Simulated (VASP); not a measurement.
# C61N2 (a cell with a defect) in VASP: a series of runs

Aim: see how the results for C61N2 (a cell with a defect) move with the level of theory and the settings. Levels: PBE, HSE06. Tasks: hyperfine couplings.

Everything below comes from runs of VASP 6.6.1. Logs are shortened: lines on timing, memory, paths and dates and some standing lists are left out, and cuts for length are marked.

### Step 1. The crystal as given

The cell holds a defect, 63 atoms: a = 7.144 Å, b = 7.144 Å, c = 7.144 Å, α = 90.00°, β = 90.00°, γ = 90.00°.

The cell was built by a generator and needn't be a form met in nature.

### Step 2. Hyperfine couplings, PBE, collinear spin, ferromagnetic start

Input file INCAR:

```
PREC = Accurate ; ENCUT = 420
EDIFF = 1E-7 ; ISMEAR = 0
SIGMA = 0.01 ; LREAL = F
LASPH = T ; NELM = 60
ALGO = Normal ; ISIF = 2
LWAVE = F ; LCHARG = F
ISPIN = 2 ; MAGMOM = 0 0 0 0 0 0 0 0 0 0 0 0 0 0 0 0 0 0 0 0 0 0 0 0 0 0 0 0 0 0 0 0 0 0 0 0 0 0 0 0 0 0 0 0 0.5 0 0 0 0 0 0 0 0 0 0.5 0 0 0 0 0 0 0 0
LORBIT = 11 ; NUPDOWN = 1
GGA = PE ; LHYPERFINE = T
NELECT = 255 ; ISYM = 0
NCORE = 4 ; NGYROMAG = 3.0777 10.7084
LEFG = T ; QUAD_EFG = 20.44 0
```

Input file KPOINTS:

```
Automatic mesh
0
Gamma
  1 1 1
```

Input file POSCAR:

```
C61N2                                   
1.0
    7.1440000000      0.0000000000      0.0000000000
    0.0000000000      7.1440000000      0.0000000000
    0.0000000000      0.0000000000      7.1440000000
  N               C             
     2    61
Direct
     0.1372320674033158    0.1374644517939795    0.1374644510222458
     0.1372320674252510    0.8625355450483357    0.8625355468746849
     0.0054726249714644    0.2494098625221034    0.2494098612594375
     0.1245482960050519    0.3765286529592599    0.3765286553632918
     0.2491870815998446    0.0060481109379223    0.2491287047274825
     0.3760976327819058    0.1250501207723362    0.3765649571655980
     0.2491870821464525    0.2491287055764136    0.0060481155467289
     0.3760976343310036    0.3765649556599975    0.1250501197620169
     0.9997464955151806    0.0000000010521543    0.5000000003009409
     0.1233505316299259    0.1225117425886147    0.6276654768492247
     0.9975992635226962    0.2459111608810123    0.7540888463485781
     0.1233505323465175    0.3723345325657220    0.8774882630320997
     0.2491870812244615    0.9939518874172418    0.7508712991285931
     0.3720496147213145    0.1221760272390064    0.8778239788065307
     0.2497270087960511    0.2492378746220529    0.5019245139934057
     0.3745274563059856    0.3741950512907586    0.6258049537708793
     0.9997464932605044    0.5000000017568740    0.9999999998955176
     0.1233505320073353    0.6276654684057154    0.1225117427849796
     0.9975992657418630    0.7540888390158536    0.2459111612099988
     0.1233505319810897    0.8774882585099774    0.3723345301314863
     0.2497270096239992    0.5019245075834293    0.2492378743809990
     0.3745274564873980    0.6258049484015332    0.3741950492840876
     0.2491870819045169    0.7508712929051334    0.9939518875044610
     0.3720496151146196    0.8778239705938069    0.1221760268373931
     0.9997169898298632    0.4999999994500366    0.4999999990493144
     0.1245482964905961    0.6234713449359571    0.6234713450062714
     0.0054726247096697    0.7505901362160431    0.7505901314668243
     0.2497270092911093    0.4980754918194377    0.7507621279273687
     0.3760976346701367    0.6234350447698350    0.8749498798120379
     0.2497270096133587    0.7507621248411595    0.4980754877862873
     0.3760976330765795    0.8749498806838200    0.6234350425058646
     0.5001732866566063    0.9999999990260174    0.0000000008949439
     0.6254199730027811    0.1248860349538373    0.1248860359522913
     0.5008678163855632    0.2502151743538852    0.2502151742553935
     0.6257256400307579    0.3748476743334427    0.3748476730534815
     0.7505509094203369    0.9980468542896213    0.2483586360950080
     0.8768171092909448    0.1236797865014227    0.3729489592769516
     0.7505509065949070    0.2483586373863775    0.9980468543193690
     0.8768171068540340    0.3729489621717952    0.1236797855166002
     0.4995409440061245    0.0000000011209927    0.5000000006038579
     0.6235509172994380    0.1238293437318374    0.6237807922811276
     0.4985677650141109    0.2491934878411201    0.7508065182697701
     0.6235509172340151    0.3762192122118810    0.8761706586194381
     0.7505509092549323    0.0019531463116392    0.7516413616830875
     0.8627391091902116    0.1329152278923308    0.8670847732518129
     0.7508804205867982    0.2497195923450294    0.4992419643744327
     0.8756022382113841    0.3753444958571815    0.6246555008356192
     0.4995409447086347    0.5000000013973352    0.0000000011957039
     0.6235509181012527    0.6237807900885849    0.1238293442281469
     0.4985677653795871    0.7508065128978988    0.2491934868672790
     0.6235509174481230    0.8761706584122994    0.3762192100602071
     0.7508804205285257    0.4992419669008565    0.2497195924547411
     0.8756022382186646    0.6246555034159382    0.3753444956804121
     0.7505509076562419    0.7516413623207490    0.0019531426443690
     0.8627391094077678    0.8670847712969105    0.1329152276876504
     0.5001846696918321    0.4999999995840294    0.4999999995203495
     0.6257256399614491    0.6251523262270978    0.6251523222585250
     0.5008678167182669    0.7497848258817165    0.7497848230554934
     0.6254199729765920    0.8751139648518439    0.8751139624809737
     0.7508804196882437    0.5007580329767364    0.7502804020293630
     0.8768171072342035    0.6270510387847203    0.8763202074514356
     0.7508804205155999    0.7502804078674287    0.5007580299731045
     0.8768171082030075    0.8763202139519197    0.6270510335944306
```

Potentials or basis: VASP PAW PBE potentials, release 64 (N, C).

Command:

```bash
> cat potpaw_PBE.64/N/POTCAR potpaw_PBE.64/C/POTCAR > POTCAR
> mpirun -np 8 vasp_std > vasp.out
```

OUTCAR:

```text
PREC = Accurate
   ENCUT = 420
   EDIFF = 1E-7
   ISMEAR = 0
   LREAL = F
   LASPH = T
   NELM = 60
   ISIF = 2
   ISPIN = 2
   LORBIT = 11
   NUPDOWN = 1
   GGA = PE
   NELECT = 255
   ISYM = 0

 ion  position               nearest neighbor table
   1  0.137  0.137  0.137-   7 1.47   5 1.47   3 1.47
   2  0.137  0.863  0.863-  13 1.47  23 1.47  27 1.47
   3  0.005  0.249  0.249-   1 1.47   4 1.54  37 1.56  39 1.56
   4  0.125  0.377  0.377-  25 1.53   3 1.54  21 1.56  15 1.56
   5  0.249  0.006  0.249-   1 1.47   6 1.54  20 1.56  24 1.56
   6  0.376  0.125  0.377-  40 1.53   5 1.54  15 1.55  34 1.55
   7  0.249  0.249  0.006-   1 1.47   8 1.54  12 1.56  14 1.56
   8  0.376  0.377  0.125-  48 1.53   7 1.54  21 1.55  34 1.55
[... 41 lines left out ...]
  50  0.499  0.751  0.249-  22 1.54  49 1.56  51 1.56  24 1.57
  51  0.624  0.876  0.376-  40 1.53  36 1.55  50 1.56  62 1.56
  52  0.751  0.499  0.250-  35 1.55  53 1.55  49 1.56  39 1.56
  53  0.876  0.625  0.375-  25 1.54  62 1.55  52 1.55  19 1.57
  54  0.751  0.752  0.002-  55 1.48  59 1.55  61 1.55  49 1.55
  55  0.863  0.867  0.133-  36 1.48  54 1.48  19 1.49
  56  0.500  0.500  0.500-  57 1.55  35 1.55  22 1.56  16 1.56
  57  0.626  0.625  0.625-  58 1.54  60 1.55  62 1.55  56 1.55
  58  0.501  0.750  0.750-  57 1.54  59 1.55  31 1.55  29 1.55
  59  0.625  0.875  0.875-  32 1.55  58 1.55  54 1.55  44 1.55
  60  0.751  0.501  0.750-  57 1.55  47 1.55  43 1.56  61 1.56
  61  0.877  0.627  0.876-  17 1.54  54 1.55  27 1.56  60 1.56
  62  0.751  0.750  0.501-  57 1.55  53 1.55  51 1.56  63 1.56
  63  0.877  0.876  0.627-   9 1.54  44 1.55  27 1.56  62 1.56

IMPORTANT INFORMATION: All symmetrisations will be switched off!
NOSYMM: (Re-)initialisation of all symmetry stuff for point group C_1.

----------------------------------------------------------------------------------------

                                     Primitive cell

  volume of cell :     364.6064

  direct lattice vectors                    reciprocal lattice vectors
     7.144000000  0.000000000  0.000000000     0.139977604  0.000000000  0.000000000
     0.000000000  7.144000000  0.000000000     0.000000000  0.139977604  0.000000000
     0.000000000  0.000000000  7.144000000     0.000000000  0.000000000  0.139977604

  length of vectors
     7.144000000  7.144000000  7.144000000     0.139977604  0.139977604  0.139977604

  position of ions in fractional coordinates (direct lattice)
     0.137232067  0.137464452  0.137464451
     0.137232067  0.862535545  0.862535547
     0.005472625  0.249409863  0.249409861
     0.124548296  0.376528653  0.376528655
     0.249187082  0.006048111  0.249128705
     0.376097633  0.125050121  0.376564957
[... 55 lines left out ...]
     0.750880421  0.750280408  0.500758030
     0.876817108  0.876320214  0.627051034

  ion indices of the primitive-cell ions
   primitive index   ion index
                 1           1
                 2           2
                 3           3
                 4           4
                 5           5
                 6           6
[... 55 lines left out ...]
                62          62
                63          63

[... 479 lines left out ...]
    total drift:                                0.000020      0.000002     -0.000004

  FREE ENERGIE OF THE ION-ELECTRON SYSTEM (eV)
  ---------------------------------------------------
  free  energy   TOTEN  =      -549.5743868482 eV

  energy  without entropy=     -549.5743868482  energy(sigma->0) =     -549.57438685

 Electric field gradients (V/A^2)
---------------------------------------------------------------------
 ion       V_xx      V_yy      V_zz      V_xy      V_xz      V_yz
---------------------------------------------------------------------
   1      -1.532     0.766     0.766   -72.294   -72.294   -72.462
   2      -1.532     0.766     0.766    72.294    72.294   -72.462
   3       1.531    -0.765    -0.765    -8.766    -8.766     8.839
   4      -1.804     0.902     0.902    -1.174    -1.174    -3.905
[... 12 lines left out ...]
   1      73.228    71.476  -144.704       0.012
   2      73.228    71.476  -144.704       0.012
   3      -9.604    -8.019    17.623       0.090
   4      -4.169    -0.639     4.807       0.734
   5      -9.313    -7.466    16.779       0.110
   6      -2.945    -0.066     3.011       0.956
[... 55 lines left out ...]
  62      -1.080    -0.247     1.327       0.628
  63       3.507     0.332    -3.839       0.827
----------------------------------------------------------------------

           NMR quadrupolar parameters

 Cq : quadrupolar parameter    Cq=e*Q*V_zz/h
 eta: asymmetry parameters     (V_yy - V_xx)/ V_zz
 Q  : nuclear electric quadrupole moment in mb (millibarn)
----------------------------------------------------------------------
 ion       Cq(MHz)       eta       Q (mb)
----------------------------------------------------------------------
   1      -7.152       0.012      20.440
   2      -7.152       0.012      20.440
   3       0.000       0.090       0.000
   4       0.000       0.734       0.000
   5       0.000       0.110       0.000
   6       0.000       0.956       0.000
[... 55 lines left out ...]
  62       0.000       0.628       0.000
  63       0.000       0.827       0.000
----------------------------------------------------------------------

 Fermi contact (isotropic) hyperfine coupling parameter (MHz)
 -------------------------------------------------------------
  ion      A_pw      A_1PS     A_1AE     A_1c      A_tot
 -------------------------------------------------------------
   1       0.126     0.124    -3.298    -0.390    -3.295
   2       0.126     0.124    -3.298    -0.390    -3.295
   3      -0.068    -0.069    -0.703     0.104    -0.703
   4      -0.047    -0.048    -0.623     0.066    -0.622
   5       0.013     0.013    -0.799    -0.073    -0.799
   6       0.401     0.403     0.797    -0.801     0.795
[... 55 lines left out ...]
  62      -0.149    -0.152    -3.499     0.118    -3.497
  63       0.477     0.482     5.450    -0.699     5.446
 -------------------------------------------------------------

 Dipolar hyperfine coupling parameters (MHz)
 ---------------------------------------------------------------------
  ion      A_xx      A_yy      A_zz      A_xy      A_xz      A_yz
 ---------------------------------------------------------------------
   1      -0.281     0.141     0.141     0.198     0.198    -0.395
   2      -0.281     0.141     0.141    -0.198    -0.198    -0.395
   3      -0.532     0.266     0.266     0.227     0.227     0.547
   4      -0.166     0.083     0.083     0.018     0.018     0.021
   5       0.695    -0.666    -0.029     0.070     0.628     0.014
   6      -0.027     0.204    -0.177    -0.590     0.452    -0.653
[... 55 lines left out ...]
  62      -0.442    -0.160     0.602     0.113    -0.215    -0.069
  63      -1.509     0.406     1.103    -0.569    -0.346     1.551
 ---------------------------------------------------------------------

 Total hyperfine coupling parameters after diagonalization (MHz)
 (convention: |A_zz| > |A_xx| > |A_yy|)
 ----------------------------------------------------------------------
  ion      A_xx      A_yy      A_zz     asymmetry (A_yy - A_xx)/ A_zz
 ----------------------------------------------------------------------
   1      -3.283    -2.759    -3.843      -0.136
   2      -3.283    -2.759    -3.843      -0.136
   3      -0.984     0.184    -1.307      -0.893
   4      -0.560    -0.516    -0.791      -0.055
   5      -1.188     0.262    -1.470      -0.986
   6       0.302     0.127     1.955      -0.089
[... 55 lines left out ...]
  62      -3.639    -2.842    -4.009      -0.199
  63       4.671     3.777     7.889      -0.113
 ---------------------------------------------------------------------

 total charge

# of ion       s       p       d       tot
------------------------------------------
    1        1.211   2.689   0.000   3.900
    2        1.211   2.689   0.000   3.900
    3        0.821   1.724   0.000   2.545
    4        0.829   1.766   0.000   2.594
    5        0.821   1.727   0.000   2.548
    6        0.831   1.771   0.000   2.601
[... 55 lines left out ...]
   62        0.825   1.750   0.000   2.575
   63        0.824   1.752   0.000   2.577
--------------------------------------------------
tot         52.837 112.566   0.000 165.402

 magnetization (x)

# of ion       s       p       d       tot
------------------------------------------
    1       -0.001   0.003   0.000   0.002
    2       -0.001   0.003   0.000   0.002
    3       -0.000  -0.001   0.000  -0.001
    4       -0.000  -0.000   0.000  -0.000
    5       -0.000   0.000   0.000   0.000
    6        0.000   0.003   0.000   0.003
[... 55 lines left out ...]
   62       -0.000  -0.001   0.000  -0.001
   63        0.001   0.004   0.000   0.004
--------------------------------------------------
tot          0.067   0.571   0.000   0.638
```

Run time: 1.9 min. Hardware: 8 MPI ranks of Intel Xeon Platinum 8488C (Sapphire Rapids), shared host; peak memory 0.15 GiB.

Results:

```
Free energy                                           : -549.5744 eV
Largest force                                         : 0.006 eV/Å
Net moment                                            : 1.00 μB per cell
Site moments                                          : N +0.00; C -0.00, +0.00, +0.01, -0.01, +0.02, +0.24 μB
Valence electrons inside the program's atomic spheres : N 3.90; C 2.54, 2.59, 2.55, 2.60, 2.58, 2.57, 2.61, 2.62
```

Forces on the atoms (eV/Å):
```
N    0.001 -0.001 -0.001
N    0.001  0.001  0.001
C    0.002  0.002  0.002
C   -0.004 -0.001 -0.001
C    0.002  0.001  0.003
C   -0.003 -0.004 -0.001
C    0.002  0.003  0.001
C   -0.003 -0.001 -0.004
C    0.001  0.000  0.000
C   -0.002 -0.002  0.000
C   -0.002  0.001 -0.001
C   -0.002  0.000  0.002
C    0.002 -0.001 -0.003
C    0.002 -0.001  0.001
C    0.003  0.003  0.000
C    0.001  0.001 -0.001
C    0.001  0.000  0.000
C   -0.002  0.000 -0.002
C   -0.002 -0.001  0.001
C   -0.002  0.002  0.000
C    0.003  0.000  0.003
C    0.001 -0.001  0.001
C    0.002 -0.003 -0.001
C    0.002  0.001 -0.001
C    0.001  0.000  0.000
C   -0.004  0.001  0.001
C    0.002 -0.002 -0.002
C    0.003  0.000 -0.003
C   -0.003  0.001  0.004
C    0.003 -0.003  0.000
C   -0.003  0.004  0.001
C   -0.001  0.000  0.000
C    0.000 -0.002 -0.002
C   -0.001  0.002  0.002
C    0.000  0.000  0.000
C    0.000 -0.006  0.001
C    0.001 -0.002 -0.001
C    0.000  0.001 -0.006
C    0.001 -0.001 -0.002
C    0.003  0.000  0.000
C    0.000 -0.003  0.003
C   -0.001  0.004 -0.004
C    0.000 -0.003  0.003
C    0.000  0.006 -0.001
C   -0.001 -0.001  0.001
C   -0.003  0.003  0.000
C    0.002 -0.001  0.001
C    0.003  0.000  0.000
C    0.000  0.003 -0.003
C   -0.001 -0.004  0.004
C    0.000  0.003 -0.003
C   -0.003  0.000  0.003
C    0.002  0.001 -0.001
C    0.000 -0.001  0.006
C   -0.001  0.001 -0.001
C   -0.002  0.000  0.000
C    0.000  0.000  0.000
C   -0.001 -0.002 -0.002
C    0.000  0.002  0.002
C   -0.003  0.000 -0.003
C    0.001  0.001  0.002
C   -0.003 -0.003  0.000
C    0.001  0.002  0.001
```

Electric field gradients, principal values (V/Å²):
| atom | Vxx | Vyy | Vzz |
| --- | --- | --- | --- |
| 1 N | 71.476 | 73.228 | -144.704 |
| 2 N | 71.476 | 73.228 | -144.704 |
| 3 C | -8.019 | -9.604 | 17.623 |
| 4 C | -0.639 | -4.169 | 4.807 |
| 5 C | -7.466 | -9.313 | 16.779 |
| 6 C | -0.066 | -2.945 | 3.011 |
| 7 C | -7.466 | -9.313 | 16.779 |
| 8 C | -0.066 | -2.945 | 3.011 |
| 9 C | -0.407 | -0.718 | 1.125 |
| 10 C | -0.123 | -4.168 | 4.291 |
| 11 C | 4.417 | 8.190 | -12.607 |
| 12 C | -0.123 | -4.168 | 4.291 |
| 13 C | -7.466 | -9.313 | 16.779 |
| 14 C | 1.926 | 2.306 | -4.232 |
| 15 C | 0.036 | 1.329 | -1.364 |
| 16 C | -0.807 | -1.104 | 1.911 |
| 17 C | -0.407 | -0.718 | 1.125 |
| 18 C | -0.123 | -4.168 | 4.291 |
| 19 C | 4.417 | 8.190 | -12.608 |
| 20 C | -0.124 | -4.167 | 4.291 |
| 21 C | 0.036 | 1.329 | -1.364 |
| 22 C | -0.807 | -1.104 | 1.911 |
| 23 C | -7.466 | -9.313 | 16.779 |
| 24 C | 1.926 | 2.306 | -4.232 |
| 25 C | 0.683 | 0.970 | -1.654 |
| 26 C | -0.639 | -4.169 | 4.807 |
| 27 C | -8.019 | -9.604 | 17.623 |
| 28 C | 0.036 | 1.329 | -1.364 |
| 29 C | -0.066 | -2.945 | 3.011 |
| 30 C | 0.036 | 1.329 | -1.364 |
| 31 C | -0.066 | -2.945 | 3.011 |
| 32 C | 0.705 | 0.719 | -1.424 |
| 33 C | -1.040 | -2.482 | 3.522 |
| 34 C | 0.329 | 1.835 | -2.164 |
| 35 C | -0.685 | -0.816 | 1.501 |
| 36 C | 4.998 | 8.301 | -13.298 |
| 37 C | 0.332 | 3.507 | -3.839 |
| 38 C | 4.998 | 8.300 | -13.298 |
| 39 C | 0.332 | 3.507 | -3.839 |
| 40 C | -0.614 | -1.764 | 2.377 |
| 41 C | 0.641 | 4.476 | -5.117 |
| 42 C | -2.019 | -2.075 | 4.095 |
| 43 C | 0.641 | 4.476 | -5.117 |
| 44 C | 4.998 | 8.300 | -13.298 |
| 45 C | 13.271 | 16.367 | -29.638 |
| 46 C | -0.247 | -1.080 | 1.327 |
| 47 C | 1.783 | 2.964 | -4.747 |
| 48 C | -0.614 | -1.763 | 2.377 |
| 49 C | 0.641 | 4.476 | -5.117 |
| 50 C | -2.019 | -2.075 | 4.095 |
| 51 C | 0.641 | 4.476 | -5.117 |
| 52 C | -0.247 | -1.080 | 1.327 |
| 53 C | 1.783 | 2.964 | -4.747 |
| 54 C | 4.998 | 8.301 | -13.298 |
| 55 C | 13.271 | 16.367 | -29.637 |
| 56 C | -0.062 | -1.109 | 1.171 |
| 57 C | -0.685 | -0.816 | 1.501 |
| 58 C | 0.329 | 1.835 | -2.164 |
| 59 C | -1.040 | -2.482 | 3.522 |
| 60 C | -0.247 | -1.080 | 1.327 |
| 61 C | 0.332 | 3.507 | -3.839 |
| 62 C | -0.247 | -1.080 | 1.327 |
| 63 C | 0.332 | 3.507 | -3.839 |

Hyperfine coupling, principal values (MHz):
```tsv
atom	values
1 N	-3.3, -2.8, -3.8
2 N	-3.3, -2.8, -3.8
3 C	-1.0, 0.2, -1.3
4 C	-0.6, -0.5, -0.8
5 C	-1.2, 0.3, -1.5
6 C	0.3, 0.1, 2.0
7 C	-1.2, 0.3, -1.5
8 C	0.3, 0.1, 2.0
9 C	-2.8, -1.1, -2.9
10 C	-1.0, 0.0, 1.7
11 C	-13.1, -7.1, -13.6
12 C	-1.0, 0.0, 1.7
13 C	-1.2, 0.3, -1.5
14 C	3.8, 2.7, 4.2
15 C	0.9, 0.5, 1.0
16 C	3.7, 3.3, 3.9
17 C	-2.8, -1.1, -2.9
18 C	-1.0, 0.0, 1.7
19 C	-13.1, -7.1, -13.6
20 C	-1.0, 0.0, 1.7
21 C	0.9, 0.5, 1.0
22 C	3.7, 3.3, 3.9
23 C	-1.2, 0.3, -1.5
24 C	3.8, 2.7, 4.2
25 C	-1.1, -0.5, 6.2
26 C	-0.6, -0.5, -0.8
27 C	-1.0, 0.2, -1.3
28 C	0.9, 0.5, 1.0
29 C	0.3, 0.1, 2.0
30 C	0.9, 0.5, 1.0
31 C	0.3, 0.1, 2.0
32 C	-2.9, -1.8, -3.4
33 C	2.3, 0.1, 6.0
34 C	-2.4, -2.1, -2.6
35 C	-2.2, -1.7, -2.4
36 C	-15.0, -12.1, -15.3
37 C	4.7, 3.8, 7.9
38 C	-15.0, -12.1, -15.3
39 C	4.7, 3.8, 7.9
40 C	-2.8, 0.9, -3.2
41 C	25.9, 25.4, 33.8
42 C	0.5, 0.4, 1.5
43 C	25.9, 25.4, 33.8
44 C	-15.0, -12.1, -15.3
45 C	156.9, 156.4, 276.1
46 C	-3.6, -2.8, -4.0
47 C	23.0, 22.4, 34.2
48 C	-2.8, 0.9, -3.2
49 C	25.9, 25.4, 33.8
50 C	0.5, 0.4, 1.5
51 C	25.9, 25.4, 33.8
52 C	-3.6, -2.8, -4.0
53 C	23.0, 22.4, 34.2
54 C	-15.0, -12.1, -15.3
55 C	156.9, 156.4, 276.1
56 C	-0.2, -0.2, 0.5
57 C	-2.2, -1.7, -2.4
58 C	-2.4, -2.1, -2.6
59 C	2.3, 0.1, 6.0
60 C	-3.6, -2.8, -4.0
61 C	4.7, 3.8, 7.9
62 C	-3.6, -2.8, -4.0
63 C	4.7, 3.8, 7.9
```

Caveat: the cell carries a net charge on a neutralising background, which shifts energy and pressure; the cell is charged against a uniform background, so pressure and absolute levels hang on convention; the total moment is fixed, so each spin has its own Fermi level.

(Part 1 of 2 ends here.)
